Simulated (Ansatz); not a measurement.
MgB2, DFT, PBE, all-electron PAW with datasets made for the crystal, scalar-relativistic (Ansatz 0.2.0), run on 1 thread of Intel(R) Xeon(R) Platinum 8488C (Sapphire Rapids) on a shared host.

The cell is COD entry 1000026, as deposited and not checked against the literature; nothing was relaxed. The listed cell was then made from it by scaling, straining or moving an atom.

Command: `ansatz run input.yaml --threads 1 --pin off --max-ram 6144MiB --backend cpu --events-out ev --progress --plain --runs-dir out`

```yaml
crystal:
  lattice:
    - [3.0850007055, 0.0, 0.0]
    - [-1.5425003528, 2.6716889817, 0.0]
    - [0.0, 0.0, 3.45254]
  atoms:
    - { symbol: Mg, position: [0.0, 0.0, 0.0] }
    - { symbol: B, position: [0.3333333333, 0.6666666667, 0.5] }
    - { symbol: B, position: [0.6666666667, 0.3333333333, 0.5] }
kpoints:
  mp_grid: { grid: [12, 12, 9] }
scf:
  occupations: { method: fermi_dirac, width: 0.05 }
hamiltonian:
  xc: pbe
  pseudopotentials: { kind: all_electron, datasets: crystal }
output:
  forces: true
  stress: true
  eigenvalues: true
  efg: { contact_densities: true }
```

**Question.** How large is the problem that the program sets up?

**Answer.** 95 irreducible k-points, 365 plane waves at Γ, 8 bands.

**Question.** Estimate the wall time and the peak memory.

**Answer.** 5.6 s of wall time for 7 SCF iterations, with a peak of 0.46 GiB. Times on shared machines scatter by tens of per cent.
